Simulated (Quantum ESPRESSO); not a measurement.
Ti:

```
Ti
1.0
     4.56737    0.00000    0.00000
    -2.28369    3.95546    0.00000
     0.00000    0.00000    2.82624
Ti
3
Direct
  0.66667 0.33333 0.50000
  0.33333 0.66667 0.50000
  0.00000 0.00000 0.00000
```

This isn't the form of Ti at room conditions, which is hcp.

- Program: Quantum ESPRESSO 7.5
- Task: single point
- Functional: PBE
- Potentials or basis: SSSP 1.3 efficiency PBE
- Cutoff: 748 eV
- Density cutoff: 5987 eV
- k mesh: 7 × 7 × 9
- Occupations: fermi-dirac, width 0.05 eV
- Spin: no spin polarisation

On this cell: pressure 0.8 GPa; largest force under 0.003 eV/Å; band gap on the k mesh none (metal or under the smearing width).

The same run follows on a disturbed copy (atoms moved at random, drawn with an rms of 0.05 Å):

```
CELL_PARAMETERS angstrom
4.56737 0.00000 0.00000
-2.28369 3.95546 0.00000
0.00000 0.00000 2.82624
ATOMIC_POSITIONS crystal
Ti 0.66700 0.33369 0.50435
Ti 0.33980 0.67128 0.48012
Ti 0.00626 0.00534 0.00325
```

Q: What does the disturbed cell give?

A: The energy (extrapolated to zero smearing) moves by +2.6 meV/atom; pressure 0.8 GPa; largest force 0.207 eV/Å; band gap on the k mesh none (metal or under the smearing width).

Forces on the atoms (eV/Å):
```
Ti   0.068  0.071 -0.021
Ti  -0.047 -0.040  0.197
Ti  -0.020 -0.031 -0.176
```
